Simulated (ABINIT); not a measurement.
**HfO2 (Fm-3m): refractive index against wavelength**

The refractive index of HfO2 (Fm-3m) below the direct gap (3.72 eV on the mesh) is read from one computed spectrum, n = √(Re ε).

It takes space group Fm-3m (No. 225, cubic). The conventional cell has a = 5.115 Å, b = 5.115 Å, c = 5.115 Å, α = 90.00°, β = 90.00°, γ = 90.00°. Hf on site a has 8 O at 2.21 Å as nearest neighbours. O on site c has 4 Hf at 2.21 Å as nearest neighbours.

Method: ABINIT 10.8.3, LDA, independent particles, k-mesh 11×11×11, Lorentzian half width 0.04 eV.

Launch of the response step: `optic optic.abi`. The run took 1.7 min, its band step included, on 4 threads of Arm Neoverse N1 (shared host).

| wavelength (nm) | photon energy E (eV) | n |
| --- | --- | --- |
| 1550 | 0.800 | 2.3201 |
| 1310 | 0.946 | 2.3243 |
| 1064 | 1.165 | ? |
| 850 | 1.459 | 2.3453 |
| 700 | 1.771 | 2.3635 |
| 633 | 1.959 | 2.3766 |
| 532 | 2.331 | 2.4085 |

In the single-oscillator model n² − 1 = E₀E_d/(E₀² − E²), so 1/(n² − 1) = E₀/E_d − E²/(E₀E_d) is linear in E².

Working, on the rows shown:

| x = E² (eV²) | y = 1/(n² − 1) |
| --- | --- |
| 0.639837 | 0.228161 |
| 0.895757 | 0.22715 |
| 2.12762 | 0.222201 |
| 3.13716 | 0.218049 |
| 3.83641 | 0.215136 |
| 5.43137 | 0.208295 |

Means: x̄ = 2.678, ȳ = 0.21983. Σ(x − x̄)(y − ȳ) = -0.06935, Σ(x − x̄)² = 16.77. Slope = -0.06935 / 16.77 = -0.004136; intercept = ȳ − slope · x̄ = 0.23091. Turned back into n, the line misses the rows shown by at most 0.00071.

Question: Fill in the last column of the withheld row.

Answer: At x = 1.3578 the line gives y = 0.22529, that is 2.3321. The run gave 2.3320, so the interpolation is off by 9.8e-05, 0.1 % of the range in the table.

Refitted with all rows, the slope is -0.004137 and the intercept 0.23091. These give E₀ = √(intercept/−slope) = 7.47 eV and E_d = E₀/intercept = 32.4 eV; E₀ is 2.0 times the direct gap. The electronic limit at long wavelengths, without lattice vibrations, is n = √(1 + 1/intercept) = 2.309. Excitons are left out and so are local fields; LDA gaps are as a rule too small. The values come from a sum over the points of one k-mesh and carry its error, which grows as the direct gap shrinks. Spin-orbit coupling is left out.
